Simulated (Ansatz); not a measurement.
**Clamped-ion strain scan in Mo**

These are results of DFT PBE, scalar-relativistic, plane waves, PAW in Ansatz, not measurements. Settings: plane waves to 420 eV, k-mesh 22×22×22 (Γ-centred), Gaussian smearing 0.15 eV. No spin polarisation. Energies are free energies at this smearing, counted from the undisturbed cell; pressure is positive in compression.

Zero of the scan (as given, not relaxed at this level; it stands at 4.8 GPa):

```yaml
crystal:
  lattice:
    - [-1.57100, 1.57100, 1.57100]
    - [1.57100, -1.57100, 1.57100]
    - [1.57100, 1.57100, -1.57100]
  atoms:
    - { symbol: Mo, position: [0.00000, 0.00000, 0.00000] }
```

The cell is strained by ε times the Voigt pattern (0, 0, 0, 0, 1, 0) (xx, yy, zz, yz, xz, xy; engineering shear) with fractional coordinates fixed. The cell is metallic on the mesh throughout.

```tsv
ε	ΔE (meV/atom)	stress summed along the pattern (GPa, tension positive)	pressure (GPa)
-0.0400	8.4	-4.28	5.2
-0.0200	2.1	-2.09	4.9
0.0000	0.0	0.00	4.8
0.0050	0.1	0.52	4.8
0.0100	0.5	1.04	4.8
0.0150	1.2	1.56	4.9
0.0250	3.2	2.63	4.9
0.0300	4.7	3.17	5.0
0.0350	6.4	3.72	5.1
```

By symmetry 0.0400 repeats -0.0400, -0.0300 repeats 0.0300, 0.0200 repeats -0.0200, -0.0100 repeats 0.0100 in energy, with the opposite slope along the path.